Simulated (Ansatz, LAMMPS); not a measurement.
**Structural relaxation of amorphous TiO2 at 3.44 g/cm^3 (84 atoms)**

How does amorphous TiO2 at 3.44 g/cm^3 (84 atoms) relax, and what do bonds, charges and levels look like afterwards?

Method: Kohn-Sham DFT, PBE, PAW (set soft_2), plane waves, in Ansatz 0.2.0.

This is a report of a sequence of runs, with most program output left out.

**1. The starting structure**

The cell holds 84 atoms: 28 Ti and 56 O. Cell: a = 10.255 Å, b = 10.255 Å, c = 10.255 Å, α = 90.0°, β = 90.0°, γ = 90.0°. 84 atoms (28 Ti, 56 O) placed at random at 3.44 g/cm³, melted at 5000 K for 10 ps at fixed volume with the Morse and Coulomb pair potential with partial charges (Pedone, Malavasi, Menziani, Cormack and Segre, J. Phys. Chem. B 110, 11780 (2006)). Quenched from 5000 K to 300 K at 50 K/ps and fixed volume, held 5 ps, then minimised at fixed cell. The density is one point of a scan and needn't be that of the real material.

Before any run, some limits are plain. The quench rate of 50 K/ps is many orders above laboratory rates, so the cell is likely richer in defects and strain than a real sample. The starting topology of bonds comes from the classical model. Only the Γ point is sampled in the main run, in a cell whose shortest periodic width is 10 Å.

**2. The classical run that made the cell**

A classical potential makes the cell, at a small fraction of what the same run would cost in DFT.

This step: classical MD, Morse and Coulomb pair potential with partial charges (Pedone, Malavasi, Menziani, Cormack and Segre, J. Phys. Chem. B 110, 11780 (2006)) (LAMMPS 22 Jul 2025 - Update 4).

Input file in.lmp:

```
# melt-quench of Ti28O56
units metal
atom_style charge
boundary p p p
region box block 0 10.2552 0 10.2552 0 10.2552
create_box 2 box
mass 1 47.8670   # Ti
mass 2 15.9990   # O
create_atoms 1 random 28 34533 NULL overlap 1.5 maxtry 2000
create_atoms 2 random 56 34540 NULL overlap 1.5 maxtry 2000
pair_style hybrid/overlay pedone 5.5 coul/long 8.0
pair_coeff * * coul/long
pair_coeff 1 2 pedone 0.024235 2.254703 2.708943 1   # Ti-O
pair_coeff 2 2 pedone 0.042395 1.379316 3.618701 22   # O-O
set type 1 charge 2.4
set type 2 charge -1.2
kspace_style pppm 1.0e-4
neigh_modify delay 0 every 1 check yes
thermo_style custom step time temp pe press density
thermo_modify norm yes
timestep 0.002
thermo 100
min_style cg
minimize 1e-4 1e-4 200 2000
reset_timestep 0
velocity all create 5000 34534 mom yes dist gaussian
fix lim all nve/limit 0.05
fix lan all langevin 5000 5000 0.2 34535 zero yes
thermo 500
run 1000 post no
unfix lim
unfix lan
thermo 833
fix md all nvt temp 5000 5000 0.2
run 5000 post no
unfix md
thermo 4700
fix md all nvt temp 5000 300 0.2
run 47000 post no
unfix md
thermo 1250
fix md all nvt temp 300 300 0.2
run 2500 post no
unfix md
thermo 100
min_style cg
minimize 0 1e-3 2000 20000
write_dump all custom glass.dump id type xs ys zs modify sort id
```

Run with:

```console
$ lmp -in in.lmp -log none -nocite
```

Wall time 24 s (1 thread of Arm Neoverse V1, shared host); peak memory 0.082 GiB.

**3. Single point at the start**

A single point comes first, to see the forces before anything moves.

Input file input.yaml:

```yaml
crystal:
  lattice:
    - [10.2552, 0.0, 0.0]
    - [0.0, 10.2552, 0.0]
    - [0.0, 0.0, 10.2552]
  atoms:
    - { symbol: Ti, position: [0.25369, 0.26994, 0.2127] }
    - { symbol: Ti, position: [0.55792, 0.05122, 0.45016] }
    - { symbol: Ti, position: [0.12732, 0.74935, 0.1832] }
    - { symbol: Ti, position: [0.14682, 0.97852, 0.85932] }
    - { symbol: Ti, position: [0.83006, 0.17564, 0.16675] }
    - { symbol: Ti, position: [0.30838, 0.74779, 0.46241] }
    - { symbol: Ti, position: [0.82357, 0.45063, 0.36795] }
    - { symbol: Ti, position: [0.1237, 0.47751, 0.45792] }
[... 72 atom lines left out ...]
    - { symbol: O, position: [0.69979, 0.54059, 0.00829] }
    - { symbol: O, position: [0.56512, 0.16166, 0.86366] }
    - { symbol: O, position: [0.29408, 0.545, 0.85442] }
    - { symbol: O, position: [0.21094, 0.35577, 0.05521] }
kpoints:
  mp_grid: { grid: [1, 1, 1] }
hamiltonian:
  xc: pbe
scf:
  occupations: { method: fermi_dirac, width: 0.025 }
output:
  forces: true
```

Run with:

```console
$ ansatz run input.yaml --threads 4 --pin off --max-ram 8192MiB --backend cpu --events-out ev --progress --plain --runs-dir out
```

Wall time 16 s (4 threads of Arm Neoverse V1, shared host); peak memory 1.5 GiB.

Read from the output:

```
free energy            : -101870.6358 eV
free energy per atom   : -1212.7457 eV/atom
SCF cycles             : 11
r.m.s. force component : 0.6462 eV/Å
longest force          : 2.453 eV/Å
Fermi energy           : 7.275 eV
```

The r.m.s. force component of 0.65 eV/Å sets the starting point.

Neighbours are counted within 2.64 Å (O-Ti).

Length of the force by element and coordination:

```tsv
element	coordination	atoms	mean length of the force (eV/Å)	spread	least	most
O	all	56	1.04	0.424	0.247	2.45
O	2	39	1.04	0.409	0.247	1.80
O	3	17	1.03	0.456	0.482	2.45
Ti	all	28	1.05	0.387	0.222	2.09
Ti	4	14	1.09	0.428	0.222	2.09
Ti	5	11	0.979	0.336	0.567	1.63
Ti	6	3	1.14	0.310	0.711	1.44
```

**4. Relaxation**

The atoms are relaxed in the fixed cell, aiming at the force tolerance of the input.

Changes to input.yaml since step 3:

```diff
@@ -15 +15,4 @@
   forces: true
+relax:
+  f_tol: 0.04
+  max_steps: 250
```

It took 2.9 min on 4 threads; peak memory 1.5 GiB.

The steps of the relaxation:

```tsv
step	energy less that of the first step (eV)	largest force component (eV/Å)
1	0.0000	1.9177
2	-2.2193	0.9514
3	-3.0199	0.5041
4	-3.5090	0.3062
5	-3.7378	0.3131
6	-3.7725	0.2614
7	-3.8183	0.3411
8	-3.8500	0.1690
9	-3.8020	0.3205
10	-3.8704	0.1168
11	-3.8784	0.1375
12	-3.8851	0.1500
13	-3.8951	0.0548
14	-3.8984	0.0399
```

Relaxation step 9 was tried and not accepted.

The atoms that moved most (Å):

```tsv
atom	dx	dy	dz	length
O73	-0.339	-0.519	-0.169	0.642
O44	0.012	0.457	0.339	0.569
O84	0.184	-0.425	-0.211	0.509
O55	0.198	-0.462	-0.019	0.503
O47	-0.292	0.306	-0.226	0.480
O42	-0.075	0.292	-0.373	0.479
Ti3	0.016	-0.340	0.261	0.429
O46	0.376	-0.178	0.044	0.418
```

The relaxation changed the energy by -46.4 meV/atom, and atoms moved by 0.28 Å r.m.s., 0.64 Å at most.

**5. Structure statistics after relaxation**

Bonds before and after, by the cutoffs listed below:

```tsv
pair	bonds before	bonds after	mean before (Å)	mean after (Å)	spread before (Å)	spread after (Å)
O-Ti	131	138	1.889	1.929	0.187	0.154
```

Density 3.44 g/cm³, 12.84 Å³ an atom.

Pair distribution functions g(r), in bins of 0.2 Å:

```tsv
r (Å)	total	O-O	O-Ti	Ti-Ti
1.70	0.79	0.00	1.76	0.00
1.90	2.87	0.00	6.45	0.00
2.10	0.76	0.00	1.72	0.00
2.30	0.11	0.00	0.26	0.00
2.50	0.27	0.47	0.13	0.00
2.70	1.17	2.60	0.04	0.00
2.90	1.52	3.25	0.10	0.26
3.10	1.05	1.75	0.28	1.35
3.30	0.94	0.86	0.72	2.10
3.50	1.01	0.61	0.98	2.76
3.70	1.13	0.75	1.31	1.95
3.90	0.93	0.72	1.21	0.65
4.10	0.99	0.55	1.48	0.85
4.30	0.92	0.41	1.47	0.71
4.50	1.10	0.62	1.63	0.87
4.70	1.06	0.93	1.25	0.79
4.90	1.09	1.46	0.75	1.00
```

Bonds by pair of elements; cutoffs follow the first minimum of g(r), held within bounds set by covalent radii, and pairs that aren't listed don't count as bonded:

```tsv
pair A-B	cutoff (Å)	bonds	mean length (Å)	spread (Å)	shortest (Å)	B about A	A about B
O-Ti	2.68	138	1.93	0.154	1.74	2.46	4.93
```

How many atoms have how many bonded neighbours:

```tsv
element	mean	2	3	4	5	6
O	2.46	31	24	1	0	0
Ti	4.93	0	0	9	12	7
```

Bond angles (no mean is given where the spread exceeds 20°):

```tsv
angle	count	mean (°)	spread (°)
O-Ti-O	279	-	-
Ti-O-Ti	109	-	-
```

Bond length by coordination (bonds to H left out):

```tsv
element	coordination	atoms	mean bond length (Å)
O	2	31	1.83
O	3	24	2.00
O	4	1	2.13
Ti	4	9	1.83
Ti	5	12	1.93
Ti	6	7	2.01
```

Rings of the network by King's shortest-path rule, up to 12 atoms, one path for each pair of neighbours; H, halogens, alkali and alkaline-earth atoms are left out, and the last column divides by all other atoms, bonded or not:

```tsv
ring size (atoms)	rings	per network atom
4	15	0.179
6	26	0.31
8	54	0.643
10	57	0.679
12	14	0.167
```

First main peaks of g(r), for some of the pairs, lie near 2.8 Å (O-O), 1.9 Å (O-Ti) and 3.6 Å (Ti-Ti). Counting bonds as in the table, 55 % of O atoms have 2 and 43 % of Ti atoms have 5 bonded neighbours. Bonds at O atoms with 2 neighbours average 1.83 Å, against 2.00 Å at those with 3. Rings of 10 atoms are the most common (34 % of those counted); sizes run from 4 to 12, where the search stops.

**6. Single point at the relaxed geometry**

One more single point at the end of the walk gives the fuller output and checks the residual forces.

Input file input.yaml:

```yaml
crystal:
  lattice:
    - [10.2552, 0.0, 0.0]
    - [0.0, 10.2552, 0.0]
    - [0.0, 0.0, 10.2552]
  atoms:
    - { symbol: Ti, position: [0.26807, 0.25323, 0.19811] }
    - { symbol: Ti, position: [0.55899, 0.07118, 0.45672] }
    - { symbol: Ti, position: [0.1289, 0.71623, 0.20869] }
    - { symbol: Ti, position: [0.12668, 0.976, 0.86302] }
    - { symbol: Ti, position: [0.83764, 0.18185, 0.14799] }
    - { symbol: Ti, position: [0.30899, 0.70851, 0.46079] }
    - { symbol: Ti, position: [0.82295, 0.43991, 0.35597] }
    - { symbol: Ti, position: [0.11325, 0.44083, 0.45243] }
[... 72 atom lines left out ...]
    - { symbol: O, position: [0.67602, 0.55853, 0.01377] }
    - { symbol: O, position: [0.55791, 0.13457, 0.85564] }
    - { symbol: O, position: [0.28952, 0.53025, 0.85389] }
    - { symbol: O, position: [0.22889, 0.31435, 0.03464] }
kpoints:
  mp_grid: { grid: [1, 1, 1] }
hamiltonian:
  xc: pbe
scf:
  occupations: { method: fermi_dirac, width: 0.025 }
output:
  forces: true
  stress: true
  populations: true
  dos:
    method: { smearing: { sigma: 0.08 } }
    de: 0.05
    projected: { site_lists: { O: [O], Ti: [Ti] } }
  eigenvalues: true
  write_density: true
  write_potential: true
  volumetric_format: npy
```

Run time: 24 s. Hardware: 4 threads; peak memory 1.5 GiB.

Numbers from this run:

* free energy: -101874.5341 eV
* free energy per atom: -1212.7921 eV/atom
* SCF cycles: 12
* pressure: 1.394 GPa
* r.m.s. force component: 0.01041 eV/Å
* longest force: 0.04141 eV/Å
* Fermi energy: 7.192 eV
* gap (highest filled to lowest empty level): 2.769 eV
* spilling of the projection: 0.003417

Löwdin charges by element and coordination (they lack the spilled electrons, 0.027 e an atom on average):

```tsv
element	coordination	atoms	mean charge (e)	spread	least	most
O	all	56	-0.622	0.0497	-0.713	-0.529
O	2	31	-0.585	0.0273	-0.634	-0.529
O	3	24	-0.669	0.0272	-0.713	-0.612
O	4	1	-0.671	0	-0.671	-0.671
Ti	all	28	1.33	0.0233	1.28	1.37
Ti	4	9	1.32	0.0229	1.28	1.35
Ti	5	12	1.33	0.0244	1.29	1.37
Ti	6	7	1.34	0.0157	1.30	1.35
```

States in the cell by windows of 1 eV, zero at the Fermi level; the larger projections on atomic orbitals stand beside the total:

```tsv
from (eV)	to (eV)	total	O p	Ti d
-14	-6	0.0	0.0	0.0
-6	-5	56.4	39.4	14.1
-5	-4	99.9	72.9	23.0
-4	-3	68.2	55.0	10.9
-3	-2	79.7	69.9	7.9
-2	-1	31.8	29.4	1.8
-1	1	0.0	0.0	0.0
1	2	43.6	3.7	38.6
2	3	74.5	11.0	59.7
```

Between -26 and -14 eV lie 112 more states.

The stored curve holds about 448 of the 672 electrons; the rest, give or take the few that broadening carries across the Fermi level, lie in deeper levels below its range.

The levels nearest the highest filled one (over half full), pooled over k-points and spins:

```tsv
level less the highest filled one (eV)	occupation
-0.316	2
-0.290	2
-0.185	2
-0.140	2
-0.0832	2
0	2
2.77	0
2.81	0
2.84	0
2.88	0
2.92	0
2.95	0
```

Valence density in the ac plane at fractional y = 0.065, with atoms of Ti and O within 0.2 Å of it. It is the smooth field of the valence electrons, not physical close to the nuclei.

Ten steps, logarithmic in the rise over the least value, from '0' (0.0 e/Å³) to '9' (9.2 e/Å³), each cell a mean:
```
34432123332110011001258986311
12222246764211122211246764211
01233358986311244434665432100
12333347875311345446998521000
24543234543101234337998510001
46875211111000111124776321001
47985310000000011011233332101
36764210000001221100123442101
13332111000012332100012332100
11111122210013443210011221100
21111334310012344311222111122
54224554320002478743455321245
86458874210002699965788532468
86469984200012689865898532478
64357763210123466534676421246
22123555321124443212232211122
00013688631134432100011111111
00013788742123321000001234321
00012576532222110000002356531
00001233323432100000002456531
11100011124543100000001344321
23321000124553100000011222211
45542000013432100000123443212
46652100111221000000146875212
```
Columns run along a (10.3 Å), rows up along c (10.3 Å). Atoms in or near the plane, at fractional coordinates: Ti at (0.56, 0.46), Ti at (0.72, 0.82), O at (0.29, 0.88), O at (0.23, 0.27), O at (0.81, 0.97), O at (0.73, 0.44), O at (0.08, 0.72), O at (0.99, 0.45).

Electrostatic potential energy in the ac plane at fractional y = 0.065, with atoms of Ti and O within 0.2 Å of it. With pseudopotentials it is smooth inside the atoms' cores, unlike the true potential.

Values in eV, 13 rows by 16 columns, each cell a mean:
```
 10   6   7   9   0   5   8   9  12  12  10   7 -22 -23   8  11
  8  -1  -4  -1 -31 -19   8  10   7   5  -3 -21 -14   5  11  12
  8  -5   2   8   2   8  12  12  11   7 -11 -30 -24   2  11  12
 -5 -31  -4  11  13  13  13  13  13  11   5  -4   0   8  12  13
 11   3  10  12  13  13  13  12  10  11  11  11  10  10  12  13
 12  10   8   8  11  13  13   9   2   2   8  11  11   9   9  11
-11   1 -17 -14   5  11  10   0 -25 -28  -6 -13  -8   7   6 -13
-17  -5 -27 -25   1  10  10   1 -23 -25  -6 -23 -17   9   7 -18
 11   7  -1 -11   1  11  11   7   4   5   9  11  11  11  11  11
 13  12   7 -27 -19   7   6   9  11  12  12  12  11   8   8  12
 13  13  13   7   6   2  -2   6  11  13  12  11   8  -3  -1  11
 12  12  13  12  10   6   0   8  12  13  12  11   8   6   7  10
  3  -4  11  12  12  11   9  11  13  13  13  12  -5  -9   8  10
```
Columns run along a (10.3 Å; values clipped at the 3rd and 97th percentile), rows up along c (10.3 Å). Atoms in or near the plane, at fractional coordinates: Ti at (0.56, 0.46), Ti at (0.72, 0.82), O at (0.29, 0.88), O at (0.23, 0.27), O at (0.81, 0.97), O at (0.73, 0.44), O at (0.08, 0.72), O at (0.99, 0.45).

Mean Löwdin charges: O -0.62, Ti +1.33 e (they miss 0.34 % of the electrons, so they add up to more than the cell's charge). The largest share in the top eV of filled states is O p (92 % of the projected weight), and in the lowest eV of empty states Ti d (88 % of the projected weight).

The surroundings of O30, whose charge lies farthest from its element's mean, nearest first, numbered as they follow in the input and with coordinates relative to it.

```tsv
atom	x	y	z	distance (Å)	bonds	Löwdin charge (e)
O30	0.00	0.00	0.00	0.00	2	-0.53
Ti7	-1.34	-0.79	-0.90	1.79	5	1.30
Ti8	1.64	-0.78	0.09	1.82	5	1.34
O58	-0.93	0.12	-2.45	2.62	2	-0.61
O55	-1.89	-1.56	0.98	2.65	3	-0.71
O64	2.38	0.99	-0.75	2.68	3	-0.67
O33	0.71	-2.35	1.09	2.68	3	-0.63
O50	-0.99	-2.57	-1.24	3.02	3	-0.66
```

The column of bonds counts only the pairs O-Ti within 2.68 Å; other neighbours, such as metal atoms beside each other in a compound, aren't counted, and periodic images can show an atom twice.

**7. K-mesh 2×2×2**

Large cells are often run on few k-points; this run checks whether the reference had enough.

Changes to input.yaml since step 6:

```diff
@@ -8,3 +8,3 @@
 kpoints:
-  mp_grid: { grid: [1, 1, 1] }
+  mp_grid: { grid: [2, 2, 2] }
 hamiltonian:
@@ -22,4 +22 @@
   eigenvalues: true
-  write_density: true
-  write_potential: true
-  volumetric_format: npy
```

The job ended after 3.6 min (4 threads; peak memory 5.7 GiB; 14 min of CPU time).

The program notes that it cut back its work space to fit the memory limit.

Geometry and reference: those of the single point at the relaxed geometry.

Forces differ from those of the single point at the relaxed geometry by 16 meV/Å r.m.s.; the energy by -0.21 meV/atom and the gap by -0.032 eV. It took 3.6 min and 12 cycles; the reference's time can't be set against it, since the two runs asked for unlike analyses.

(Part 1 of 2 ends here.)

[Logs are printed without paths, hosts, clocks, repeated set-up lines and the standing remarks that a program may print on its own settings, such as how far it seeks lower states.]

[Hosts, paths, dates, database ids (printed as entryN), source tags and the programs' standing remarks are cut or masked in the printed files.]
